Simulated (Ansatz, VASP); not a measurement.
# One calculation of Rh, two programs

```
Rh
1.0
     0.00000    1.88993    1.88993
     1.88993    0.00000    1.88993
     1.88993    1.88993    0.00000
Rh
1
Direct
  0.00000 0.00000 0.00000
```

Alike in both runs: functional PBEsol; k mesh 18 × 18 × 18; occupations gaussian, width 0.1 eV; no spin polarisation.

Ansatz relaxed the structure, and its values are those at the end. VASP's run is a single point on that final structure, the one shown.

|  | VASP | Ansatz |
| --- | --- | --- |
| version | VASP 6.6.1 | Ansatz 0.2.0 |
| potentials or method | VASP PAW PBE potentials, release 64 (Rh_pv) | scalar-relativistic, plane waves, PAW |
| plane-wave cutoff (eV) | 520 | 420 |
| valence electrons in the cell | 15 | 17 |

VASP gave:

```
gap on the k mesh at the Fermi level (eV) : none
pressure (GPa)                            : -0.1
```

**Question.** Which values does Ansatz return?

**Answer.** gap on the k mesh at the Fermi level (eV): none; pressure (GPa): 0.0.

A gap of «none» marks a metal or a gap that the smearing closes. With one functional, cell and mesh, what is left measures potentials, basis and numerics. The two sets of potentials don't hold the same shells in valence.

Caveats: the PAW data sets were made with another functional, which shifts forces and pressure a little (VASP).
